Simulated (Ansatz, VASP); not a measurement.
This is a calculation of Mo for VASP 6.6.1.

Contents of INCAR:

```
PREC = Accurate ; ENCUT = 520
EDIFF = 1E-7 ; ISMEAR = -1
SIGMA = 0.05 ; LREAL = F
LASPH = T ; NELM = 150
ALGO = Normal ; ISIF = 2
LWAVE = F ; LCHARG = T
MAGMOM = 0 0 0 ; LORBIT = 11
LSORBIT = T ; GGA_COMPAT = F
LORBMOM = T ; LMAXMIX = 4
GGA = B5 ; ALDAX = 1.0
AGGAX = 1.0 ; AGGAC = 1.0
ALDAC = 0.0 ; LVHAR = T
NBANDS = 25
```

The input KPOINTS:

```
regular mesh
0
Gamma
  8 8 8
```

POSCAR

```
Mo
1.0
    0.0000000000      2.0415161987      2.0415161987
    2.0415161987      0.0000000000      2.0415161987
    2.0415161987      2.0415161987      0.0000000000
Mo
1
Direct
    0.0000000000      0.0000000000      0.0000000000
```

Potentials or basis: VASP PAW PBE potentials, release 64 (Mo_sv).

Launch:

```console
$ cat potpaw_PBE.64/Mo_sv/POTCAR > POTCAR
$ mpirun -np 1 vasp_ncl > vasp.out
```

**Question.** Translate it to Ansatz 0.2.0. Potentials there: all-electron LAPW, relativistic spinors.

**Answer.** As run (the cutoff follows the program's own potentials):

input.yaml

```yaml
crystal:
  lattice:
    - [0.0, 2.0415161987, 2.0415161987]
    - [2.0415161987, 0.0, 2.0415161987]
    - [2.0415161987, 2.0415161987, 0.0]
  atoms:
    - { symbol: Mo, position: [0.0, 0.0, 0.0] }
kpoints:
  mp_grid: { grid: [8, 8, 8] }
scf:
  occupations: { method: fermi_dirac, width: 0.05 }
hamiltonian:
  xc: blyp
  pseudopotentials: { kind: all_electron, lapw: { basis_error: 0.001 } }
magnetization:
  noncollinear: true
  spin_orbit: true
output:
  forces: true
  stress: true
  eigenvalues: true
```

Potentials or basis: all-electron LAPW, relativistic spinors.

Launch:

```console
$ ansatz run input.yaml --threads 1 --pin off --max-ram 2560MiB --backend cpu --events-out ev --progress --plain --runs-dir out
```

Both were run:

|  | VASP | Ansatz | Ansatz less VASP |
| --- | --- | --- | --- |
| gap on the k mesh at the Fermi level (eV) | none | none | - |
| pressure (GPa) | -3.6 | -4.2 | -0.56 |
| net moment per atom (μB) | 0.00 | 0.00 | 0.000 |

A gap of «none» marks a metal or a gap that the smearing closes. Ansatz ran all-electron here, so the differences hold the error of VASP's frozen core and of both bases.

Caveats: the PAW data sets were made with another functional, which shifts forces and pressure a little (VASP); the k mesh is thin for a metal, which can move the energy by tens of meV per atom (Ansatz).
